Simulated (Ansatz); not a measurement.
# A failed many-body run on AlN (P6_3mc)

What is wrong with this input for AlN (P6_3mc)?

Calculated with Ansatz 0.2.0; G0W0 on PBE, plane waves, PAW.

The database entry behind the starting cell differs from later determinations by our own check (inner coordinate u about 0.002 short), so it need not match the best structure at ambient conditions.

## 1. The starting structure

It takes space group P6_3mc (No. 186, hexagonal). Conventional cell: a = 3.113 Å, b = 3.113 Å, c = 4.981 Å, α = 90.00°, β = 90.00°, γ = 120.00°. Nearest to Al lie 4 N at 1.89 Å. Nearest to N lie 4 Al at 1.89 Å. Farther neighbours and most contacts between anions are not listed.

As a file:

```cif
data_structure
_symmetry_space_group_name_H-M 'P 1'
_symmetry_Int_Tables_number 1
_cell_length_a 3.1130
_cell_length_b 3.1130
_cell_length_c 4.9810
_cell_angle_alpha 90.000
_cell_angle_beta 90.000
_cell_angle_gamma 120.000
_cell_volume 41.80
loop_
_atom_site_label
_atom_site_type_symbol
_atom_site_fract_x
_atom_site_fract_y
_atom_site_fract_z
_atom_site_occupancy
Al1 Al 0.33333 0.66667 0.00000 1
Al2 Al 0.66667 0.33333 0.50000 1
N3 N 0.33333 0.66667 0.38000 1
N4 N 0.66667 0.33333 0.88000 1
```

The cell and positions come from the Crystallography Open Database and are kept as given unless a step says otherwise. The default PAW set here is soft_1. Its files were made with PBE.

## 2. First try

File input.yaml:

```yaml
crystal:
  lattice:
    - [3.113, 0.0, 0.0]
    - [-1.5565, 2.695937082, 0.0]
    - [0.0, 0.0, 4.981]
  atoms:
    - { symbol: Al, position: [0.3333333333, 0.6666666667, 0.0] }
    - { symbol: Al, position: [0.6666666667, 0.3333333333, 0.5] }
    - { symbol: "N", position: [0.3333333333, 0.6666666667, 0.38] }
    - { symbol: "N", position: [0.6666666667, 0.3333333333, 0.88] }
kpoints:
  mp_grid: { grid: [6, 6, 2] }
hamiltonian:
  xc: pbe
  pseudopotentials: { kind: paw, azcp: { folder: "./paw" } }
scf:
  occupations: { method: fixed }
gw:
  n_empty_bands: 4
  ecut_chi: 40
  qp_bands: [v2, c2]
  qp_kpoints: band_edges
  screening: { model: contour_deformation }
```

Command:

```console
> ansatz run input.yaml --threads 3 --pin off --max-ram 92160MiB --backend cuda --events-out ev --progress --plain --runs-dir out --devices 1 --max-vram 13GiB
```

Numbers of over 12 decimals in the logs are rounded to 6 here.

What it wrote:

```text
GPUs: using 1 of 1 available (devices: 1).
Engine: ansatz 0.2.0, x86_64-unknown-linux-gnu
Pseudopotentials: kind: paw
Pseudopotential: Al, paw, valence charge 3, recommended cutoff 420 eV (normal), <dir>
Pseudopotential: N, paw, valence charge 5, recommended cutoff 420 eV (normal), <dir>
Functional definition: PBE
  parameter kappa = 0.804
  parameter beta = 0.066725
  exchange = pbe_x(kappa = kappa, mu = beta*pi^2/3)
  correlation = pbe_c(beta = beta)
device memory: the entry about to start is reckoned to put 0.8 GiB on a device that reports 66.9 GiB free (of which the cap on the GPU budget leaves the run 13.0 GiB)
GPU FFT provider: cuFFT
GPU libraries: cuBLAS 13.8.2, cuFFT 12.4.0, cuSOLVER 12.3.4
Crystal: 4 atoms, lattice volume = 41.803 Å³
Basis set: ecut = 420 eV, 809 PW (Γ)
Bands: 12, of which v1, the nominal top of the filled ones, is band 8 counted from 1 (7 counted from 0)
Symmetry: 12 space group operations
Space group: P63mc (ITA 186), of the structure as read, at distance tolerance 3.5e-5 Å
k-points: 14 of 72
Non-local potential: Al, projectors of the file, l = 0: 2, l = 1: 2, l = 2: 1
Non-local potential: N, projectors of the file, l = 0: 2, l = 1: 2, l = 2: 1
PAW form: soft (Blöchl's): semilocal exchange-correlation on the pseudo side does not see the compensation charge
PAW one-centre angular grid: Al, 110 points (default); XC on 64 Gauss nodes
PAW one-centre angular grid: N, 110 points (default); XC on 64 Gauss nodes
Initial density: superposition of atomic densities (chi_scale 0.1, normalization cell, long waves kept (reshape's long-wave potential 0.00 eV rms))
Initial wavefunctions: pseudopotential atomic-orbital guess
GPU buffer pool allocated for 20736 grid points (all kernels)
GPU transforms: local potential and band sums: pruned to the plane-wave sphere, on 24×24×36
Functional: x = pbe(κ = 0.804, μ = 0.219515), c = pbe(β = 0.066725)
SCF iter   1: F=—  HF=-1851.407074 eV  |F-HF|=—  |Δ(HF+E_count)|=         —  Δρ=1.39e-1  dr2=9.83e0  ethr=3.10e-3  ⟨swp⟩=4.9  Hψ=895  notcnv=0  defer=10
preconditioner: auto → none  [insulator: Δε(μ)=5.473 eV  Ē_g=14.255 eV  n_scr=2 (ndim 8)  ℏωp=23.0 eV  f_vac=0.000  ε∞_Penn≈3.6]
SCF iter   2: F=—  HF=-1848.927994 eV  |F-HF|=—  |Δ(HF+E_count)|=    2.48e0  Δρ=7.66e-2  dr2=1.45e0  ethr=3.10e-3  ⟨swp⟩=3.1  Hψ=514  notcnv=0  defer=25
SCF iter   3: F=—  HF=-1848.520487 eV  |F-HF|=—  |Δ(HF+E_count)|=   4.08e-1  Δρ=2.33e-2  dr2=1.15e-1  ethr=3.10e-3  ⟨swp⟩=2.2  Hψ=390  notcnv=0  defer=26
SCF iter   4: F=—  HF=-1848.508182 eV  |F-HF|=—  |Δ(HF+E_count)|=   1.23e-2  Δρ=1.37e-3  dr2=4.07e-4  ethr=7.17e-4  ⟨swp⟩=2.0  Hψ=204  notcnv=0  defer=28
SCF iter   5: F=—  HF=-1848.508043 eV  |F-HF|=—  |Δ(HF+E_count)|=   1.38e-4  Δρ=3.67e-4  dr2=1.40e-5  ethr=2.54e-6  ⟨swp⟩=2.0  Hψ=266  notcnv=0  defer=28
SCF iter   6: F=—  HF=-1848.508049 eV  |F-HF|=—  |Δ(HF+E_count)|=   5.28e-6  Δρ=2.77e-5  dr2=2.03e-7  ethr=8.75e-8  ⟨swp⟩=2.0  Hψ=280  notcnv=0  defer=1
SCF iter   7: F=-1848.508049 eV  HF=-1848.508049 eV  |F-HF|=1.82e-9  |Δ(HF+E_count)|=   6.78e-8  Δρ=2.83e-6  dr2=1.85e-9  ethr=6.25e-10  ⟨swp⟩=4.1  Hψ=727  notcnv=0
SCF 1 converged in 7 iterations: F = -1848.508049 eV  dr2 = 1.85e-9
[...]
device memory: the entry about to start is reckoned to put 1.3 GiB on a device that reports 63.5 GiB free (of which the cap on the GPU budget leaves the run 13.0 GiB)
NSCF: frozen V_eff on 14 k-points
[...]
device memory: the entry about to start is reckoned to put 0.4 GiB on a device that reports 61.6 GiB free (of which the cap on the GPU budget leaves the run 13.0 GiB)
NSCF: frozen V_eff on 14 k-points, pencils in batches of 32, up to order 68
G₀W₀ screening: q 1/14
[... further progress lines ...]
SCF converged after 7 iterations
Free energy (F): -1848.508049 eV
Harris-Foulkes:  -1848.508049 eV  (|F-HF|=1.82e-9)
Internal energy: -1848.508049 eV  (E = F + TS)
E sigma→0 (E₀):  -1848.508049 eV
Fermi energy:    7.112221 eV
--- Per-component energies (eV) ---
  E_band       = 30.288186
  E_kinetic    = 313.411556
  E_local      = -420.944567  (includes V_loc(G=0)·N_el)
  E_nonlocal   = 89.103105
  E_hartree    = 155.481626
  E_xc         = -198.149517
  E_vxc        = -214.038368  (∫ρ·V_xc dr)
  E_paw        = -1195.748764  (= ΣΔE_a)
  E_vpaw       = -48.208844  (= ΣTr[D̂ρ^β])
  E_aug_tail   = 0.001782  (compensation charges beyond the density's cutoff)
  E_ewald      = -591.663270
  E_smearing   = -0.000000  (= −TS)
  E_closure    = 0.000000  (closes the sum)
  Σ components = -1848.508049   (vs F -1848.508049, Δ=0.00e0)
--- Band table (eV; the first three rows and the last of 14) ---
  k-point 0: bands = [... 4 lower, 6.2845, 6.9330, 6.9330, 7.1122, 11.3259, 13.7812, 17.7272, 18.2821]
  k-point 1: bands = [... 4 lower, 6.5991, 6.5991, 6.5991, 6.5991, 13.5799, 13.5799, 17.4643, 17.4643]
  k-point 2: bands = [... 4 lower, 5.6450, 5.8936, 6.8545, 6.9420, 12.6096, 14.8408, 16.2977, 16.9064]
  k-point 13: bands = [... 4 lower, 3.2960, 3.2960, 6.3356, 6.3356, 14.5445, 14.5445, 14.9798, 14.9798]
--- G₀W₀: contour deformation, 5 samples at zero and on the imaginary axis and 1 off it, 72 q-points, 4 empty bands' worth ---
  eigenvalues of the whole cell's RPA ε∞ on this k-mesh (on a slab, of 1 + 4πα/V) = 3.7632, 3.7632, 3.9021; static W/v taken at q = 0 is 0.260262
  bands read: the sum over 12 bands ends inside a degenerate multiplet in 1 slot, whose members it reads at an even weight; the widest, k=0: bands 12 to 13 (counted from 1) at 1/2 each
  gw.qp_kpoints: band_edges: 12 of 14 stored k-points solved, in 1 pass; an edge of the gap read off the rows below is read off those points alone
    valence top: of the k-points left out ik 8 came nearest to being solved in a further pass, in band 8 (counted from 1, as in the quasiparticle table): it holds the edge there only if its correction is more favourable than any solved in that band by at least 0.587 eV; those differ by 0.378 eV
    conduction bottom: of the k-points left out ik 9 came nearest to being solved in a further pass, in band 10 (counted from 1, as in the quasiparticle table): it holds the edge there only if its correction is more favourable than any solved in that band by at least 2.628 eV; those differ by 0.594 eV
  `?` marks the rows in doubt; gw_qp.tsv's column doubts and the gw_qp event give each row's grounds
    ik  band        ε_KS         Σx   Σc(E_QP)       V_xc       Z   E_QP_lin       E_QP  E_QP is
     0     7      6.9330   -21.6975     3.8892   -17.6723  0.7929     6.7968     6.7971  root
     0     8      7.1122   -21.8832     3.9715   -17.8131  0.7920     7.0136     7.0137  root
     0     9     11.3259    -9.7611    -2.6118   -14.4587  0.8397    13.4551    13.4118  root
     0    10     13.7812    -7.9534    -2.6667   -13.2049  0.8528    16.4403    16.3659  root
     1     7      6.5991   -21.7090     3.9744   -17.5255  0.7897     6.3894     6.3900  root
     1     8      6.5991   -21.7090     3.9744   -17.5255  0.7897     6.3894     6.3900  root
     1     9     13.5799    -9.3836    -2.7337   -14.6350  0.8353    16.1757    16.0976  root
     1    10     13.5799    -9.3836    -2.7337   -14.6350  0.8353    16.1757    16.0976  root
     2     7      6.8545   -21.7844     3.9200   -17.7070  0.7918     6.6967     6.6970  root
     2     8      6.9420   -21.8269     3.9823   -17.7166  0.7909     6.8139     6.8142  root
     2     9     12.6096   -10.0764    -2.6121   -15.0061  0.8323    14.9879    14.9271  root
     2    10     14.8408    -7.8978    -2.6997   -13.3808  0.8489    17.7244    17.6241  root ?
     3     7      6.3422   -21.5783     4.0087   -17.3129  0.7875     6.0846     6.0855  root
     3     8      6.3422   -21.5783     4.0087   -17.3129  0.7875     6.0846     6.0855  root
     3     9     14.0448    -8.7487    -2.7736   -14.0869  0.8315    16.6994    16.6093  root
[...]
12     9     12.1787    -4.8365    -2.5507    -9.4828  0.8532    14.3195    14.2742  root
    12    10     15.4789    -7.6689    -3.1714   -13.4153  0.8122    18.1761    18.0541  root ?
    13     7      6.3356   -21.7932     4.0651   -17.4711  0.7854     6.0778     6.0787  root
    13     8      6.3356   -21.7932     4.0651   -17.4711  0.7854     6.0778     6.0787  root
    13     9     14.5445    -6.8382    -2.8918   -12.2058  0.8270    17.1143    17.0202  root
    13    10     14.5445    -6.8382    -2.8918   -12.2058  0.8270    17.1143    17.0202  root
```

Wall time 15 s (1 × NVIDIA H100 80GB HBM3 (shared by 6 runs) with 3 threads of AMD EPYC 7R13 (Zen 3), shared host); peak memory 0.98 GiB; 4.2 s of CPU time.

Q: What is the fault?

The run ended normally, though the input holds a fault or crude settings.

The fault: four empty bands in G0W0. The sums over empty states are cut off almost at the gap, so screening and correlation are far from complete.

It printed a gap of 6.40 eV, which is an artefact of the settings.

## 3. A better input

Now the one-shot GW correction: screening in the RPA, then the self-energy of the levels asked for.

Changes to input.yaml since step 2:

```diff
@@ -11,3 +11,3 @@
 kpoints:
-  mp_grid: { grid: [6, 6, 2] }
+  mp_grid: { grid: [6, 6, 4] }
 hamiltonian:
@@ -18,4 +18,4 @@
 gw:
-  n_empty_bands: 4
-  ecut_chi: 40
+  n_empty_bands: 124
+  ecut_chi: 120
   qp_bands: [v2, c2]
```

What it wrote:

```text
GPUs: using 1 of 1 available (devices: 1).
[...]
GPU FFT provider: cuFFT
GPU libraries: cuBLAS 13.8.2, cuFFT 12.4.0, cuSOLVER 12.3.4
Crystal: 4 atoms, lattice volume = 41.803 Å³
Basis set: ecut = 420 eV, 809 PW (Γ)
Bands: 12, of which v1, the nominal top of the filled ones, is band 8 counted from 1 (7 counted from 0)
Symmetry: 12 space group operations
[...]
k-points: 21 of 144 (time reversal used)
[...]
GPU buffer pool allocated for 20736 grid points (all kernels)
[...]
SCF iter   1: F=—  HF=-1851.407366 eV  |F-HF|=—  |Δ(HF+E_count)|=         —  Δρ=1.39e-1  dr2=9.84e0  ethr=3.10e-3  ⟨swp⟩=4.8  Hψ=1366  notcnv=0  defer=10
[...]
SCF iter   7: F=-1848.508205 eV  HF=-1848.508205 eV  |F-HF|=1.96e-9  |Δ(HF+E_count)|=   7.05e-8  Δρ=2.65e-6  dr2=1.58e-9  ethr=6.25e-10  ⟨swp⟩=4.1  Hψ=1133  notcnv=0
SCF 1 converged in 7 iterations: F = -1848.508205 eV  dr2 = 1.58e-9
[...]
0     7      6.9331   -21.7172     3.2210   -17.6723  0.7830     6.1030     6.1092  root
     0     8      7.1126   -21.7778     3.1720   -17.8132  0.7831     6.3143     6.3199  root
     0     9     11.3260    -9.8000    -3.8585   -14.4586  0.8175    12.1302    12.1260  root
     0    10     13.7812    -7.9362    -4.3896   -13.2051  0.8235    14.6665    14.6605  root
     1     7      6.8333   -21.7205     3.2530   -17.6285  0.7825     5.9878     5.9943  root
     1     8      6.8333   -21.7205     3.2530   -17.6285  0.7825     5.9878     5.9943  root
     1     9     12.2816   -10.1396    -3.9321   -14.9413  0.8112    13.1565    13.1511  root
     1    10     13.8987    -8.2310    -4.4157   -13.5497  0.8194    14.8082    14.8017  root
[...]
20     7      6.3358   -21.7364     3.3650   -17.4712  0.7799     5.4275     5.4356  root
    20     8      6.3358   -21.7364     3.3650   -17.4712  0.7799     5.4275     5.4356  root
    20     9     14.5445    -6.8458    -4.5521   -12.2056  0.8056    15.3587    15.3523  root
    20    10     14.5445    -6.8458    -4.5521   -12.2056  0.8056    15.3587    15.3523  root
[key lines of the parts left out:]
SCF converged after 7 iterations
Free energy (F): -1848.508205 eV
Fermi energy:    7.112566 eV
```

The job ended after 26 s (1 × NVIDIA H100 80GB HBM3 (shared by 6 runs) with 3 threads; peak memory 1.1 GiB; 9.8 s of CPU time).

This step gave:

```yaml
bands_summed: 132
rpa_eps_infinity_on_this_mesh_eigenvalues: 4.225, 4.225, 4.374
plane_waves_in_the_screening_matrix: 135
q_points_in_the_mesh: 144
g0w0_gap_on_the_mesh: 5.806 eV
k_of_the_valence_top: 0, 0, 0
k_of_the_conduction_bottom: 0, 0, 0
starting_gap_on_the_mesh: 4.213 eV
z_at_the_valence_top: 0.7831
z_at_the_conduction_bottom: 0.8175
least_direct_g0w0_gap_on_the_computed_points: 5.806 eV
```

The gap on the mesh goes from 4.21 eV to 5.81 eV, a correction of +1.59 eV. Between the two edge states, bare exchange in place of the xc potential would open the gap by 8.62 eV, and correlation takes back 7.03 eV.

## 4. Outcome

```json
{"first try": "converged after 15 s", "better run": "G0W0 gap on the mesh 5.81 eV (6×6×4 mesh, 124 empty bands, screening to 120 eV)"}
```

In words: The second run differs in: mesh, empty bands and screening cutoff (eV). Bands and cutoff are finite, so the gap is not at the basis limit. The miss can reach some tenths of an eV and take either sign; the mesh is an error of its own.

[Paths, hosts, dates, memory and timing lines, banners, echoed tables and standing remarks are left out of the program output.]

[Logs are printed without paths, hosts, clocks, repeated set-up lines and the standing remarks that a program may print on its own settings, such as how far it seeks lower states.]

[Runs of the session that timed out or met a known fault of the program may be left out.]

[Cells called generated may have been cut or substituted from an entry of the Crystallography Open Database or the Materials Project.]

[Hosts, paths, dates, database ids (printed as entryN), source tags and the programs' standing remarks are cut or masked in the printed files.]
